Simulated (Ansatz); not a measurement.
# Meshes and cutoff for the phonons of BaS (Fm-3m), part 2 of 2

Aim: how dense must the meshes and how high the cutoff be for the phonons of BaS (Fm-3m)?

Ansatz 0.2.0; DFT LDA, scalar-relativistic, plane waves, PAW; PAW set soft_1.

So far. Step 11 (Another k mesh, q mesh 2×2×2): The highest optical mode at the zone centre (no LO-TO term) is 151.4 cm⁻¹, +0.0 cm⁻¹ against the base run. Step 12 (Another k mesh, k-mesh 12×12×12, q mesh 2×2×2): The highest optical mode at the zone centre (no LO-TO term) is 151.4 cm⁻¹, +0.0 cm⁻¹ against the base run. The relaxed cell has a = 6.272 Å (conventional setting).

## 13. Side by side

Times are for 4 threads of Intel Xeon Platinum 8488C (Sapphire Rapids), shared host. The runs compared:

| no. | k-mesh | lowest mode on the q mesh (acoustic modes at Γ apart) (cm⁻¹) | highest frequency on the path or at a solved wavevector (cm⁻¹) | time | memory (GiB) |
| --- | --- | --- | --- | --- | --- |
| 1 | 6×6×6 | 62.8 | 253.4 | 9.8 s | 0.54 |
| 2 | 8×8×8 | 62.91 | 253.6 | 19 s | 0.67 |
| 3 | 12×12×12 | 62.92 | 253.7 | 45 s | 1.2 |

The phonon density of states has structure finer than the step of the table below, so its rows give means over 5 cm⁻¹, whole bins alone (the curve runs from 1 to 253 cm⁻¹). Peaks (cm⁻¹: height): 6×6×6 75.0: 0.124, 111.0: 0.0537, 165.0: 0.196; 8×8×8 75.0: 0.123, 111.0: 0.0539, 165.0: 0.205; 12×12×12 75.0: 0.123, 111.0: 0.0539, 165.0: 0.206.

The runs together. The phonon density of states by wavenumber; means over each step; values in 1/cm⁻¹/cell:

| wavenumber (cm⁻¹) | 6×6×6 | 8×8×8 | 12×12×12 |
| --- | --- | --- | --- |
| 5 | 3.5e-5 | 3.5e-5 | 3.5e-5 |
| 10 | 1.3e-4 | 1.3e-4 | 1.3e-4 |
| 15 | 3.9e-4 | 3.9e-4 | 3.9e-4 |
| 20 | 8.3e-4 | 8.3e-4 | 8.3e-4 |
| 25 | 0.00135 | 0.00135 | 0.00135 |
| 30 | 0.00217 | 0.00218 | 0.00218 |
| 35 | 0.00311 | 0.00312 | 0.00312 |
| 40 | 0.00455 | 0.00456 | 0.00457 |
| 45 | 0.00642 | 0.00643 | 0.00643 |
| 50 | 0.00923 | 0.00924 | 0.00925 |
| 55 | 0.0135 | 0.0135 | 0.0135 |
| 60 | 0.0223 | 0.0222 | 0.0222 |
| 65 | 0.0446 | 0.0444 | 0.0444 |
| 70 | 0.0643 | 0.0641 | 0.0641 |
| 75 | 0.103 | 0.103 | 0.103 |
| 80 | 0.0611 | 0.0614 | 0.0614 |
| 85 | 0.0444 | 0.0444 | 0.0444 |
| 90 | 0.0317 | 0.0318 | 0.0318 |
| 95 | 0.0127 | 0.0127 | 0.0127 |
| 100 | 0.0174 | 0.0173 | 0.0173 |
| 105 | 0.0333 | 0.0333 | 0.0333 |
| 110 | 0.0452 | 0.0453 | 0.0453 |
| 115 | 0.0329 | 0.0330 | 0.0330 |
| 120 | 0.0210 | 0.0210 | 0.0210 |
| 125 | 0.0131 | 0.0131 | 0.0131 |
| 130 | 0.00824 | 0.00823 | 0.00823 |
| 135 | 0.00323 | 0.00321 | 0.00320 |
| 140 | 4.9e-5 | 4.4e-5 | 4.4e-5 |
| 145 | 0 | 0 | 0 |
| 150 | 0.00149 | 0.00115 | 0.00112 |
| 155 | 0.0129 | 0.0124 | 0.0123 |
| 160 | 0.0528 | 0.0493 | 0.0489 |
| 165 | 0.147 | 0.148 | 0.148 |
| 170 | 0.0820 | 0.0833 | 0.0835 |
| 175 | 0.0754 | 0.0758 | 0.0758 |
| 180 | 0.0456 | 0.0462 | 0.0463 |
| 185 | 0.0188 | 0.0190 | 0.0190 |
| 190 | 0.0157 | 0.0157 | 0.0157 |
| 195 | 0.0152 | 0.0152 | 0.0152 |
| 200 | 0.0151 | 0.0151 | 0.0151 |
| 205 | 0.0151 | 0.0151 | 0.0151 |
| 210 | 0.0153 | 0.0153 | 0.0153 |
| 215 | 0.0155 | 0.0155 | 0.0155 |
| 220 | 0.0158 | 0.0158 | 0.0158 |
| 225 | 0.0160 | 0.0160 | 0.0160 |
| 230 | 0.0131 | 0.0131 | 0.0131 |
| 235 | 0.0100 | 0.00999 | 0.00999 |
| 240 | 0.00795 | 0.00795 | 0.00795 |
| 245 | 0.00597 | 0.00601 | 0.00601 |
| 250 | 0.00334 | 0.00347 | 0.00348 |

The runs together, line C_V. C_V, 6×6×6 = 8×8×8 = 12×12×12 against temperature:

| temperature (K) | C_V, 6×6×6 = 8×8×8 = 12×12×12 (J/mol-atom/K) |
| --- | --- |
| 0 | 0 |
| 50 | 9.77 |
| 100 | 18.3 |
| 150 | 21.5 |
| 200 | 22.9 |
| 250 | 23.6 |
| 300 | 24.0 |
| 350 | 24.2 |
| 400 | 24.4 |
| 450 | 24.5 |
| 500 | 24.6 |
| 550 | 24.7 |
| 600 | 24.7 |
| 650 | 24.7 |
| 700 | 24.8 |
| 750 | 24.8 |
| 800 | 24.8 |
| 850 | 24.8 |
| 900 | 24.8 |
| 950 | 24.8 |
| 1000 | 24.9 |

## 14. Another cutoff, cutoff 170 eV, q mesh 2×2×2

The cutoff is set to 170 eV on a small fixed q mesh.

input.yaml

```yaml
crystal:
  lattice:
    - [0.0, 3.1357693422, 3.1357693422]
    - [3.1357693422, 0.0, 3.1357693422]
    - [3.1357693422, 3.1357693422, 0.0]
  atoms:
    - { symbol: Ba, position: [0.0, 0.0, 0.0] }
    - { symbol: S, position: [0.5, 0.5, 0.5] }
kpoints:
  mp_grid: { grid: [8, 8, 8] }
hamiltonian:
  xc: lda
  pseudopotentials: { kind: paw, azcp: { folder: soft_1 }, xc_functional: pbe }
scf:
  occupations: { method: fixed }
output:
  eigenvalues: true
phonons:
  method: dfpt
  qmesh: [2, 2, 2]
  temperatures: { t_max: 1000, t_step: 50 }
  qpath:
    path:
      - [[0.0, 0.0, 0.0], [0.5, 0.0, 0.5], [0.625, 0.25, 0.625]]
      - [[0.375, 0.375, 0.75], [0.0, 0.0, 0.0], [0.5, 0.5, 0.5], [0.5, 0.25, 0.75], [0.5, 0.0, 0.5]]
    npoints: 10
basis:
  ecutwfc: 170
```

On the command line:

```bash
> ansatz run input.yaml --threads 4 --pin off --max-ram 10240MiB --backend cpu --events-out ev --progress --plain --runs-dir out
```

The job ended after 4.8 s (4 threads of Intel Xeon Platinum 8488C (Sapphire Rapids), shared host; peak memory 0.46 GiB; 15 s of CPU time).

The run finished; it serves as a test, and its numbers are not taken as the result.

## 15. Another cutoff, cutoff 230 eV, q mesh 2×2×2

The cutoff is set to 230 eV on a small fixed q mesh.

Changes to input.yaml since step 14:

```diff
@@ -27,2 +27,2 @@
 basis:
-  ecutwfc: 170
+  ecutwfc: 230
```

Run time: 7.4 s. Hardware: 4 threads; peak memory 0.51 GiB; 23 s of CPU time.

The run finished; it serves as a test, and its numbers are not taken as the result.

## 16. Another cutoff, cutoff 290 eV, q mesh 2×2×2

The cutoff is set to 290 eV on a small fixed q mesh.

Changes to input.yaml since step 15:

```diff
@@ -27,2 +27,2 @@
 basis:
-  ecutwfc: 230
+  ecutwfc: 290
```

Run time: 9.2 s. Hardware: 4 threads; peak memory 0.55 GiB; 31 s of CPU time.

The run finished; it serves as a test, and its numbers are not taken as the result.

## 17. Another cutoff, cutoff 360 eV, q mesh 2×2×2

The cutoff is set to 360 eV on a small fixed q mesh.

Changes to input.yaml since step 16:

```diff
@@ -27,2 +27,2 @@
 basis:
-  ecutwfc: 290
+  ecutwfc: 360
```

Elapsed: 11 s, on 4 threads; peak memory 0.62 GiB; 39 s of CPU time.

Frequencies (cm⁻¹) solved at each irreducible wavevector; negative means imaginary. Frequencies by wavevector, by row:

| q in reciprocal lattice units | star | mode 1 | mode 2 | mode 3 | mode 4 | mode 5 | mode 6 |
| --- | --- | --- | --- | --- | --- | --- | --- |
| 0 0 0 | 1 | 0 | 0 | 0 | 151.1 | 151.1 | 151.1 |
| 0 0 -0.5 | 4 | 77.6 | 77.6 | 137 | 173.3 | 173.3 | 227.9 |
| 0 -0.5 -0.5 | 3 | 62.9 | 62.9 | 105.5 | 160 | 160 | 177.7 |

The highest optical mode at the zone centre (no LO-TO term) is 151.1 cm⁻¹, -0.3 cm⁻¹ against the base run.

## 18. Another cutoff, cutoff 550 eV, q mesh 2×2×2

The cutoff is set to 550 eV on a small fixed q mesh.

Changes to input.yaml since step 17:

```diff
@@ -27,2 +27,2 @@
 basis:
-  ecutwfc: 360
+  ecutwfc: 550
```

Elapsed: 20 s, on 4 threads; peak memory 0.75 GiB.

Frequencies (cm⁻¹) solved at each irreducible wavevector; negative means imaginary. Frequencies by wavevector, by row:

| q in reciprocal lattice units | star | mode 1 | mode 2 | mode 3 | mode 4 | mode 5 | mode 6 |
| --- | --- | --- | --- | --- | --- | --- | --- |
| 0 0 0 | 1 | 0 | 0 | 0 | 151.4 | 151.4 | 151.4 |
| 0 0 -0.5 | 4 | 77.7 | 77.7 | 137 | 173.4 | 173.4 | 228.1 |
| 0 -0.5 -0.5 | 3 | 62.9 | 62.9 | 105.4 | 160.2 | 160.2 | 177.8 |

The highest optical mode at the zone centre (no LO-TO term) is 151.4 cm⁻¹, -0.1 cm⁻¹ against the base run.

## 19. Results

- mean frequency, q mesh 2×2×2: 133 cm⁻¹
- mean frequency, q mesh 3×3×3: 133 cm⁻¹
- mean frequency, q mesh 6×6×6: 134 cm⁻¹
- highest optical mode at the zone centre (no LO-TO term), k-mesh 2×2×2: -134 cm⁻¹
- highest optical mode at the zone centre (no LO-TO term), k-mesh 4×4×4: 146 cm⁻¹
- highest optical mode at the zone centre (no LO-TO term), k-mesh 6×6×6: 151 cm⁻¹
- highest optical mode at the zone centre (no LO-TO term), k-mesh 8×8×8: 151 cm⁻¹
- highest optical mode at the zone centre (no LO-TO term), k-mesh 12×12×12: 151 cm⁻¹
- highest optical mode at the zone centre (no LO-TO term), cutoff 170 eV: 139 cm⁻¹
- highest optical mode at the zone centre (no LO-TO term), cutoff 230 eV: 161 cm⁻¹
- highest optical mode at the zone centre (no LO-TO term), cutoff 290 eV: 152 cm⁻¹
- highest optical mode at the zone centre (no LO-TO term), cutoff 360 eV: 151 cm⁻¹
- highest optical mode at the zone centre (no LO-TO term), cutoff 550 eV: 151 cm⁻¹

What this shows: Over the whole q mesh series, coarse runs included, the mean frequency runs from 133.2 to 133.5 cm⁻¹; from 2×2×2 on it stays within 0.3 cm⁻¹ of the finest run (6×6×6), against a tolerance of 1.3. The k mesh changes along this series too, so part of the change is its. Over the whole k mesh series, coarse runs included, the lowest mode on the q mesh (acoustic modes at Γ apart) runs from -133.5 to 62.9 cm⁻¹; from 6×6×6 on all solved modes stay within 0.4 cm⁻¹ of the finest run (12×12×12), against a tolerance of 2.3. Over the whole cutoff series, coarse runs included, the lowest mode on the q mesh (acoustic modes at Γ apart) runs from 62.6 to 64.0 cm⁻¹; from 290 eV on all solved modes stay within 0.4 cm⁻¹ of the finest run (550 eV), against a tolerance of 2.3. All runs share the cell relaxed at the base settings, which is not exactly at rest under another k mesh or cutoff. Spin-orbit coupling is left out, which can matter for the heavy elements here. The PAW files were made for PBE and serve the other functionals too. These are harmonic frequencies at zero temperature: anharmonic shifts, linewidths and thermal expansion are left out.

[Logs are printed without paths, hosts, clocks, repeated set-up lines and the standing remarks that a program may print on its own settings, such as how far it seeks lower states.]

[Hosts, paths, dates, database ids (printed as entryN), source tags and the programs' standing remarks are cut or masked in the printed files.]
